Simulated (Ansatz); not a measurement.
The cell below belongs to a search over invented structures; it isn't taken from experiment.

Input and command of a plane-wave DFT calculation in Ansatz:

```yaml
crystal:
  lattice:
    - [3.5018992749, 0.0, 0.0]
    - [0.0, 3.5018992749, 0.0]
    - [0.0, 0.0, 2.6691164422]
  atoms:
    - { symbol: Al, position: [0.0, 0.0, 0.0] }
    - { symbol: Ru, position: [0.5, 0.5, 0.0] }
basis:
  ecutwfc: 420
kpoints:
  mp_grid: { grid: [16, 16, 20] }
hamiltonian:
  xc: pbe
scf:
  occupations: { method: gaussian, width: 0.1 }
output:
  forces: true
  stress: true
  eigenvalues: true
  write_density: true
  write_potential: true
  elf: true
  volumetric_format: npy
relax:
  adjacent_minimum: "off"
  f_tol: 0.01
  max_steps: 80
  cell: { stress_tol: 0.05 }
```

```bash
ansatz run input.yaml --threads 1 --pin off --max-ram 2560MiB --backend cpu --events-out ev --progress --plain --runs-dir out
```

Processor: Intel(R) Xeon(R) Processor @ 2.50GHz (Skylake/Cascade Lake), 1 thread, on a host shared with other jobs.

Task: Estimate time, memory and problem size.

Result: About 4.2 min, peak memory 0.53 GiB. It solves 14 bands at 495 k points (after reduction by symmetry) with about 645 plane waves (on the last cell), in 55 SCF iterations over 9 ionic steps.
